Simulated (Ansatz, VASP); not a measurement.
**One calculation of Si5N, two programs**

```xyz
6
Lattice="-3.1178 3.1178 2.3613 3.1178 -3.1178 2.3613 3.1178 3.1178 -2.3613" Properties=species:S:1:pos:R:3 pbc="T T T"
Si    1.9453    0.0000    0.0000
Si    4.2903    0.0000    0.0000
Si    0.0000    4.2903    0.0000
Si    0.0000    1.9453    0.0000
Si    0.0000    0.0000    2.3613
N     0.0000    0.0000    0.0000
```

Alike in both runs: task relaxation of cell and atoms; functional PBE; k mesh 10 × 10 × 10; occupations gaussian, width 0.1 eV; no spin polarisation.

|  | VASP | Ansatz |
| --- | --- | --- |
| version | VASP 6.6.1 | Ansatz 0.2.0 |
| potentials or method | VASP PAW PBE potentials, release 64 (Si, N) | scalar-relativistic, plane waves, PAW |
| plane-wave cutoff (eV) | 600 | 420 |
| valence electrons in the cell | 25 | 25 |

|  | VASP | Ansatz | Ansatz less VASP |
| --- | --- | --- | --- |
| gap on the k mesh at the Fermi level, each at its own relaxed structure (eV) | none | none | - |
| relaxed volume (Å³/atom) | 15.23 | 15.23 | -0.005 |
| relaxed cell length with the largest relative difference (Å) | 5.032 | 5.032 | 0.0000 |
| energy change over the relaxation (meV/atom) | -6 | -6 | 0.0 |

A gap of «none» marks a metal or a gap that the smearing closes.

Caveats: the bands computed are all filled at some k points, so no gap is given.
